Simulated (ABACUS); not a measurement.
BN:

```
N B
1.0
     1.25112    0.72234    3.37293
    -1.25112    0.72234    3.37293
     0.00000   -1.44467    3.37293
N B
1 1
Direct
  0.66724 0.66724 0.66724
  0.00033 0.00033 0.00033
```

The cell is a database's computed one.

```yaml
Program: ABACUS 3.10.1
Task: single point
Functional: PBE
Potentials_or_basis: PseudoDojo NC SR 0.4.1 PBE standard
Cutoff: 1143 eV
Density_cutoff: 4572 eV
Basis: plane waves
k_mesh: 12 × 12 × 12
Occupations: fermi-dirac, width 0.05 eV
Spin: no spin polarisation
```

On this cell: pressure 3.2 GPa; largest force 0.004 eV/Å; band gap on the k mesh 4.31 eV, indirect (least direct gap 4.72 eV).

The same run follows on a disturbed copy (atoms moved at random, drawn with an rms of 0.05 Å):

```
CELL_PARAMETERS angstrom
1.25112 0.72234 3.37293
-1.25112 0.72234 3.37293
0.00000 -1.44467 3.37293
ATOMIC_POSITIONS crystal
N 0.69139 0.66011 0.64607
B 0.98621 0.01287 0.01615
```

Q: What changes?

A: The energy moves by +105.5 meV/atom; pressure 6.4 GPa; largest force 3.719 eV/Å; band gap on the k mesh 3.75 eV, indirect (least direct gap 4.61 eV).

Forces on the atoms (eV/Å):
```
N   -2.393 -2.746  0.750
B    2.393  2.746 -0.750
```

Stress tensor (GPa, compression positive):
```
 0.91 -6.92  1.31
-6.92 16.16  1.49
 1.31  1.49  2.01
```

A k mesh can miss the band edges.
